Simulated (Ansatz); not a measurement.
# SnSe in Ansatz: band structure with HSE06

Aim: the band structure of SnSe with HSE06.

Everything below comes from runs of Ansatz 0.2.0. Logs are shortened: lines on timing, memory, paths and dates and some standing lists are left out, and cuts for length are marked.

### 1 Starting point

The cell holds a slab with vacuum, 4 atoms: a = 4.285 Å, b = 4.285 Å, c = 10.991 Å, α = 90.00°, β = 90.00°, γ = 90.00°.

### 2 Band structure, HSE06

The input, input:

```
crystal:
  lattice:
    - [4.2853274191, 0.0, 0.0]
    - [0.0, 4.2853274191, 0.0]
    - [0.0, 0.0, 10.99069213]
  atoms:
    - { symbol: Sn, position: [0.0, 0.5, 0.62777089] }
    - { symbol: Sn, position: [0.5, 0.0, 0.37222911] }
    - { symbol: Se, position: [0.0, 0.5, 0.38396051] }
    - { symbol: Se, position: [0.5, 0.0, 0.61603949] }
hamiltonian:
  xc: hse06
  pseudopotentials: { kind: paw }
kpoints:
  mp_grid: { grid: [4, 4, 2] }
  band_path:
    path:
      - [[0.0, 0.0, 0.0], [0.0, 0.5, 0.0], [0.5, 0.5, 0.0], [0.0, 0.0, 0.0], [0.0, 0.0, 0.5], [0.0, 0.5, 0.5], [0.5, 0.5, 0.5], [0.0, 0.0, 0.5]]
      - [[0.0, 0.5, 0.0], [0.0, 0.5, 0.5]]
      - [[0.5, 0.5, 0.0], [0.5, 0.5, 0.5]]
    npoints: 4
scf:
  occupations: { method: fermi_dirac, width: 0.05 }
  n_extra_bands: 10
output:
  forces: true
  stress: true
  eigenvalues: true
  fatbands: false
```

Potentials or basis: Ansatz PAW.

Standard output:

```text
Warning: output.stress: scf.convergence.dr2_threshold = 1e-7 eV (the SCF's general default) is looser than the 4e-10 eV advised for a printed stress (1e-10 eV for each atom of the cell: 4). What an SCF threshold leaves in a stress goes as its square root, and in the free energy as the threshold itself, and one threshold admits the most on a small cell: of the crystals measured, under no hybrid functional and no lock of the moments, on runs that ended without the residual-converged pass, on stresses that held no estimate of that error, the worst erred by over 100 MPa in a component at 1e-7 eV an atom and by under 5 at 1e-10. Set scf.convergence.dr2_threshold to 4e-10 eV or tighter. The threshold is an SCF's pass mark: one that does not reach it within its budget of iterations ends unconverged, or closes short of it on a stop that the run arms, and scf.convergence.dr2_threshold's page says what that costs each kind of run
Warning: output.stress: scf.exx.energy_threshold = 1e-6 eV is looser than the 4e-8 eV advised for a stress under a hybrid functional (1e-8 eV for each atom of the cell: 4). Every SCF of the exchange loop can meet its threshold on dr2 while the loop round them stops early: no threshold on dr2 bounds what that leaves in the stress. Set scf.exx.energy_threshold to 4e-8 eV or tighter. The threshold is the loop's pass mark: a loop that does not reach it within its budget of cycles ends unconverged, and scf.exx.energy_threshold's page has the law
scf.n_extra_bands = 10 over 30 filled bands (N_el = 60.0): the run solves 40 bands
GPUs: using 1 of 1 available (devices: 1).
Engine: ansatz 0.2.0, x86_64-unknown-linux-gnu
Pseudopotentials: kind: paw
Pseudopotential: Sn, paw, valence charge 14, recommended cutoff 420 eV (normal), Sn.paw.azcp
Pseudopotential: Se, paw, valence charge 16, recommended cutoff 420 eV (normal), Se.paw.azcp
Functional definition: HSE06
  parameter a = 0.25
  parameter omega = 0.11/bohr
  exchange = pbe_x - a*pbe_x_sr(omega) + a*exact_x_sr(omega)
  correlation = pbe_c
device memory: the entry about to start is reckoned to put 1.7 GiB on a device that reports 71.6 GiB free (of which the cap on the GPU budget leaves the run 18.0 GiB)
GPU FFT provider: cuFFT
GPU libraries: cuBLAS 13.8.2, cuFFT 12.4.0, cuSOLVER 12.3.4
Crystal: 4 atoms, lattice volume = 201.833 Å³
Basis set: ecut = 420 eV, 3933 PW (Γ), exchange–correlation on 60×60×150 points (8 copies of the dense FFT grid, shifted against one another)
Bands: 40, of which v1, the nominal top of the filled ones, is band 30 counted from 1 (29 counted from 0)
Symmetry: 16 space group operations
Space group: P4/nmm (ITA 129), of the structure as read, at distance tolerance 5.9e-5 Å
k-points: 12 of 32
Non-local potential: Sn, projectors of the file, l = 0: 2, l = 1: 2, l = 2: 2, l = 3: 2
Non-local potential: Se, projectors of the file, l = 0: 2, l = 1: 2, l = 2: 3, l = 3: 1
PAW form: soft (Blöchl's): semilocal exchange-correlation on the pseudo side does not see the compensation charge
PAW frozen core: Sn, regenerated for the run's functional, and the local potential with it (the file was generated under x = pbe(κ = 0.804, μ = 0.2195149727645171), c = pbe(β = 0.06672455060314922))
PAW frozen core: Se, regenerated for the run's functional, and the local potential with it (the file was generated under x = pbe(κ = 0.804, μ = 0.2195149727645171), c = pbe(β = 0.06672455060314922))
PAW one-centre angular grid: Sn, 590 points (default); XC on 64 Gauss nodes
PAW one-centre angular grid: Se, 590 points (default); XC on 64 Gauss nodes
Initial density: superposition of atomic densities (neutral atoms: chi_scale 0, normalization atom), corrected by the library's trained network
Initial wavefunctions: pseudopotential atomic-orbital guess
GPU buffer pool allocated for 67500 grid points (all kernels)
GPU transforms: local potential and band sums: pruned to the plane-wave sphere, on 30×30×75
Functional: x = pbe(κ = 0.804, μ = 0.2195149727645171), c = pbe(β = 0.06672455060314922), warm-up for x = pbe(κ = 0.804, μ = 0.2195149727645171) + 0.25 (exact − pbe) at short range (hse, ω = 0.20786987370883472 Å⁻¹), c = pbe(β = 0.06672455060314922); HSE06 as pw.x's `hse` composes it (authors' and Libxc's form: `xc: wpbeh`)
SCF iter   1: F=—  HF=-22988.177786 eV  |F-HF|=—  |Δ(HF+E_count)|=         —  Δρ=1.06e-3  dr2=9.26e-3  ethr=1.77e-3  ⟨swp⟩=12.9  Hψ=2170  notcnv=0
preconditioner: auto → none  [insulator: Δε(μ)=1.665 eV  Ē_g=17.661 eV  σ=0.050 eV  W_gap=1.00  n_scr=38 (ndim 8)  ℏωp=16.5 eV  f_vac=0.434  D(μ)=0.00/eV (n_scr^D=0)]
SCF iter   2: F=—  HF=-22988.177725 eV  |F-HF|=—  |Δ(HF+E_count)|=   6.15e-5  Δρ=7.28e-4  dr2=2.40e-3  ethr=1.54e-5  ⟨swp⟩=6.2  Hψ=1438  notcnv=0  defer=3
SCF iter   3: F=—  HF=-22988.177847 eV  |F-HF|=—  |Δ(HF+E_count)|=   1.22e-4  Δρ=3.36e-4  dr2=7.62e-4  ethr=3.99e-6  ⟨swp⟩=4.2  Hψ=1214  notcnv=0
iter 4 solved again at ethr=6.36e-8 eV; its pass at ethr=1.27e-6 eV (dr2=3.81e-5 eV) is discarded
SCF iter   4: F=-22988.177856 eV  HF=-22988.177842 eV  |F-HF|=1.37e-5  |Δ(HF+E_count)|=   5.47e-6  Δρ=1.30e-4  dr2=3.94e-5  ethr=6.36e-8  ⟨swp⟩=4.0  Hψ=2065  notcnv=0
SCF 1 stopped early in 4 iterations: F = -22988.177856 eV  dr2 = 3.94e-5
device memory: the entry about to start is reckoned to put 2.1 GiB (of the 2.2 GiB reckoned in all, the device holds 0.1 GiB already) on a device that reports 70.6 GiB free (of which the cap on the GPU budget leaves the run 18.0 GiB)
GPU FFT provider: cuFFT
GPU libraries: cuBLAS 13.8.2, cuFFT 12.4.0, cuSOLVER 12.3.4
Initial density: handed on by an earlier stage of this run
[... 20 lines left out ...]
GPU transforms: local potential and band sums: pruned to the plane-wave sphere, on 30×30×75
Exchange kernel: α = 0.2500, screened, ω = 0.2079 Å⁻¹, Wigner–Seitz truncation, v(0) = 1042.0721 eV·Å³, q-mesh 4×4×2, nearest image of the exchange supercell L = 17.14 Å, pair-density grid 20×20×48, without the augmentation charges, whose exchange is taken in its separable form by FFT convolution over the k-point mesh (sized by the pseudopotential files, 30×30×75 at the most), smooth part of the exact exchange by density-matrix convolution in up to 4.78 GiB of GPU memory as planned if the GPU has room (build and FFT work areas not counted)
Frozen-core exchange: fock
SCF iter   1: F=—  HF=-22999.235068 eV  |F-HF|=—  |Δ(HF+E_count)|=         —  Δρ=3.17e-5  dr2=1.82e-6  ethr=1.37e-6  ⟨swp⟩=2.6  Hψ=974  notcnv=0
preconditioner: auto → none  [insulator: Δε(μ)=2.162 eV  Ē_g=10.778 eV  σ=0.050 eV  W_gap=1.00  n_scr=38 (ndim 8)  ℏωp=11.7 eV  f_vac=0.437  D(μ)=0.00/eV (n_scr^D=0)]
SCF iter   2: F=—  HF=-22999.235071 eV  |F-HF|=—  |Δ(HF+E_count)|=   3.09e-6  Δρ=1.85e-5  dr2=8.46e-7  ethr=2.54e-9  ⟨swp⟩=4.3  Hψ=1634  notcnv=0
SCF iter   3: F=—  HF=-22999.235071 eV  |F-HF|=—  |Δ(HF+E_count)|=   1.22e-7  Δρ=7.17e-6  dr2=3.05e-7  ethr=9.20e-10  ⟨swp⟩=3.0  Hψ=897  notcnv=0
SCF iter   4: F=—  HF=-22999.235072 eV  |F-HF|=—  |Δ(HF+E_count)|=   1.34e-6  Δρ=6.07e-6  dr2=1.72e-7  ethr=5.08e-11  ⟨swp⟩=4.8  Hψ=1884  notcnv=0
SCF iter   5: F=—  HF=-22999.235072 eV  |F-HF|=—  |Δ(HF+E_count)|=   4.71e-8  Δρ=8.35e-7  dr2=5.45e-9  ethr=5.08e-11  ⟨swp⟩=4.0  Hψ=1102  notcnv=0
SCF iter   6: F=—  HF=-22999.235072 eV  |F-HF|=—  |Δ(HF+E_count)|=   2.07e-8  Δρ=8.24e-7  dr2=2.88e-9  ethr=2.46e-12  ⟨swp⟩=4.5  Hψ=1295  notcnv=0  defer=1
SCF iter   7: F=-22999.235072 eV  HF=-22999.235072 eV  |F-HF|=4.00e-11  |Δ(HF+E_count)|=  8.26e-10  Δρ=1.54e-7  dr2=2.75e-10  ethr=2.46e-12  ⟨swp⟩=3.1  Hψ=894  notcnv=0
SCF 3 converged in 7 iterations: F = -22999.235072 eV  dr2 = 2.75e-10
  Residual-converged pass: ⟨swp⟩=2.9  Hψ=1223  notcnv=0  max |occ|·‖R‖ = 6.2e-7 eV (tolerance 6.3e-7 eV)  dr2=2.65e-10  dr2_onsite=7.44e-11  max |Δocc| = 1.3e-18
hybrid outer 2: dexx = +1.433e-6 eV, tail = 3.74e-8 eV, Δε = 4.08e-3 eV (about 1.23e-4 eV left of the loop's levels), ΔF = 1.31e-2 eV/Å (tail 1.85e-3)
GPU FFT provider: cuFFT
GPU libraries: cuBLAS 13.8.2, cuFFT 12.4.0, cuSOLVER 12.3.4
GPU buffer pool allocated for 67500 grid points (all kernels)
GPU transforms: local potential and band sums: pruned to the plane-wave sphere, on 30×30×75
Exchange kernel: α = 0.2500, screened, ω = 0.2079 Å⁻¹, Wigner–Seitz truncation, v(0) = 1042.0721 eV·Å³, q-mesh 4×4×2, nearest image of the exchange supercell L = 17.14 Å, pair-density grid 20×20×48, without the augmentation charges, whose exchange is taken in its separable form by FFT convolution over the k-point mesh (sized by the pseudopotential files, 30×30×75 at the most), smooth part of the exact exchange by density-matrix convolution in up to 4.78 GiB of GPU memory as planned if the GPU has room (build and FFT work areas not counted)
Frozen-core exchange: fock
SCF iter   1: F=—  HF=-22999.235072 eV  |F-HF|=—  |Δ(HF+E_count)|=         —  Δρ=7.98e-7  dr2=1.35e-9  ethr=3.12e-10  ⟨swp⟩=6.2  Hψ=1193  notcnv=0
preconditioner: auto → none  [insulator: Δε(μ)=2.163 eV  Ē_g=10.778 eV  σ=0.050 eV  W_gap=1.00  n_scr=38 (ndim 8)  ℏωp=11.7 eV  f_vac=0.437  D(μ)=0.00/eV (n_scr^D=0)]
SCF iter   2: F=-22999.235072 eV  HF=-22999.235072 eV  |F-HF|=1.46e-11  |Δ(HF+E_count)|=  1.49e-10  Δρ=1.55e-7  dr2=2.04e-10  ethr=1.91e-12  ⟨swp⟩=4.0  Hψ=1449  notcnv=0
SCF 4 converged in 2 iterations: F = -22999.235072 eV  dr2 = 2.04e-10
  Residual-converged pass: ⟨swp⟩=2.2  Hψ=805  notcnv=0  max |occ|·‖R‖ = 8.4e-7 eV (tolerance 9.0e-7 eV)  dr2=2.05e-10  dr2_onsite=1.10e-11  max |Δocc| = 7.1e-21
hybrid outer 3: dexx = +5.858e-10 eV, tail = 4.46e-10 eV, Δε = 3.04e-5 eV (about 5.33e-6 eV left of the loop's levels), ΔF = 1.71e-4 eV/Å (tail 2.02e-4)
device memory: the entry about to start is reckoned to put 1.2 GiB on a device that reports 59.7 GiB free (of which the cap on the GPU budget leaves the run 18.0 GiB)
NSCF: frozen V_eff on 39 k-points, pencils in batches of 32, up to order 176
hybrid SCF converged: 3 outer / 16 inner (+4 warm-up), last move |dexx| = 5.86e-10 eV, tail = 4.46e-10 eV
Stability not checked: this state was not tested for a lower state beside it, because the functional holds exact exchange (a hybrid, or Hartree-Fock), whose exchange loop this test does not read (fock_operator; see scf.lower_state_search)
Free energy (F): -22999.235072 eV
Frozen-core exchange: fock
Harris-Foulkes:  -22999.235072 eV  (|F-HF|=1.46e-11)
Internal energy: -22999.235072 eV  (E = F + TS)
E sigma→0 (E₀):  -22999.235072 eV
Fermi energy:    3.158692 eV
--- Per-component energies (eV) ---
  E_band       = -1461.611024
  E_kinetic    = 603.738992
  E_local      = -16434.857723  (includes V_loc(G=0)·N_el)
  E_nonlocal   = -1260.372072
  E_hartree    = 8215.955579
  E_xc         = -768.922935
  E_vxc        = -311.000007  (∫ρ·V_xc dr)
  E_exx        = -208.639720  (= α·E_x^exact, valence–valence)
  E_paw        = -12093.894165  (= ΣΔE_a)
  E_vpaw       = -73.750907  (= ΣTr[D̂ρ^β])
  E_aug_tail   = -0.001190  (compensation charges beyond the density's cutoff)
  E_ewald      = -1050.617625
  E_core_change = -1.624214  (= ΣΔE_core)
  E_smearing   = -0.000000  (= −TS)
  E_closure    = -0.000000  (closes the sum)
  Σ components = -22999.235072   (vs F -22999.235072, Δ=3.64e-12)
--- Forces (eV/Å), atoms counted from 1 ---
  atom   1  Sn    -0.00000000     0.00000000    -0.09750857
  atom   2  Sn    -0.00000000     0.00000000     0.09750857
  atom   3  Se     0.00000000     0.00000000     0.08540999
  atom   4  Se     0.00000000     0.00000000    -0.08540999
  max |Σ_I F_I| component: 7.27e-27 eV/Å
--- Stress (GPa, compression-positive) ---
       -0.151484       0.000000       0.000000
        0.000000      -0.151484       0.000000
        0.000000       0.000000      -0.392550
  P = ⅓ Tr σ = -0.2318 GPa (-2.318 kbar)
--- Band table (eV; the first three rows and the last of 12) ---
  k-point 0: bands = ["-48.7254", "-48.7253", "-48.7218", "-48.7218", "-48.7198", "-48.7197", "-48.7168", "-48.7168", "-48.7166", "-48.7166", "-21.0551", "-21.0549", "-21.0496", "-21.0482", "-21.0349", "-21.0043", "-20.9959", "-20.9959", "-20.9820", "-20.9820", "-12.4868", "-11.1571", "-4.5384", "-3.0894", "-1.5369", "-1.1924", "-1.1924", "0.2697", "0.2697", "1.8308", "4.4171", "6.2863", "6.5461", "7.4506", "7.4506", "8.3772", "8.6221", "8.8808", "8.8808", "10.1814"]
  k-point 1: bands = ["-48.7254", "-48.7253", "-48.7218", "-48.7218", "-48.7198", "-48.7197", "-48.7168", "-48.7168", "-48.7166", "-48.7166", "-21.0551", "-21.0549", "-21.0496", "-21.0482", "-21.0349", "-21.0043", "-20.9959", "-20.9959", "-20.9820", "-20.9820", "-12.4868", "-11.1571", "-4.5389", "-3.0895", "-1.5320", "-1.1924", "-1.1924", "0.2696", "0.2696", "1.8311", "4.2193", "6.5467", "7.4492", "7.4492", "7.5322", "7.5602", "8.6168", "8.8819", "8.8819", "8.9388"]
  k-point 2: bands = ["-48.7253", "-48.7253", "-48.7218", "-48.7218", "-48.7198", "-48.7197", "-48.7168", "-48.7168", "-48.7167", "-48.7167", "-21.0588", "-21.0541", "-21.0502", "-21.0461", "-21.0270", "-21.0055", "-20.9954", "-20.9932", "-20.9855", "-20.9835", "-12.1804", "-11.1595", "-5.3493", "-4.2709", "-1.3387", "-0.6789", "-0.3875", "0.5824", "1.5097", "1.6240", "4.7800", "5.0124", "5.6090", "6.5669", "6.7649", "6.8954", "8.0070", "8.7282", "9.5754", "10.3448"]
  k-point 11: bands = ["-48.7253", "-48.7253", "-48.7218", "-48.7218", "-48.7197", "-48.7197", "-48.7168", "-48.7168", "-48.7166", "-48.7166", "-21.0778", "-21.0778", "-21.0333", "-21.0333", "-21.0042", "-21.0042", "-21.0015", "-21.0015", "-20.9826", "-20.9826", "-11.1766", "-11.1766", "-4.2505", "-4.2505", "-3.1193", "-3.1193", "-1.3658", "-1.3658", "0.2900", "0.2900", "6.5728", "6.5728", "7.5851", "7.5851", "7.9284", "7.9284", "9.6666", "9.6666", "10.1502", "10.1502"]
```

It took 59 s on 1 × NVIDIA H100 80GB HBM3 with 2 threads of AMD EPYC 7R13 (Zen 3), shared host; peak memory 2.7 GiB.

Results:

```
Free energy             : -22999.2351 eV
Largest force           : 0.098 eV/Å
Band gap along the path : 1.50 eV, direct
```

Forces on the atoms (eV/Å):
```
Sn   0.000  0.000 -0.098
Sn   0.000  0.000  0.098
Se   0.000  0.000  0.085
Se   0.000  0.000 -0.085
```

Levels at the corners of the path, in eV from the valence-band top:
```csv
point,band 27,band 28,band 29,band 30,band 31,band 32,band 33,band 34
Γ,-3.60,-2.14,-2.14,-0.57,2.01,3.88,4.14,5.05
X,-1.96,-1.96,-0.35,-0.35,1.84,1.84,2.45,2.45
M,-3.77,-3.77,-2.12,-2.12,4.22,4.22,5.10,5.10
Γ,-3.60,-2.14,-2.14,-0.57,2.01,3.88,4.14,5.05
Z,-3.60,-2.14,-2.14,-0.57,1.81,4.14,5.04,5.04
R,-1.96,-1.96,-0.35,-0.35,1.84,1.84,2.45,2.45
A,-3.77,-3.77,-2.12,-2.12,4.17,4.17,5.18,5.18
Z,-3.60,-2.14,-2.14,-0.57,1.81,4.14,5.04,5.04
X,-1.96,-1.96,-0.35,-0.35,1.84,1.84,2.45,2.45
R,-1.96,-1.96,-0.35,-0.35,1.84,1.84,2.45,2.45
M,-3.77,-3.77,-2.12,-2.12,4.22,4.22,5.10,5.10
A,-3.77,-3.77,-2.12,-2.12,4.17,4.17,5.18,5.18
```

Caveat: spin-orbit coupling is left out, which moves the levels of the heavy elements; the PAW data sets come from PBE, with cores solved anew for the run's functional, which leaves a small shift of forces and pressure; the thresholds are loose for stress.
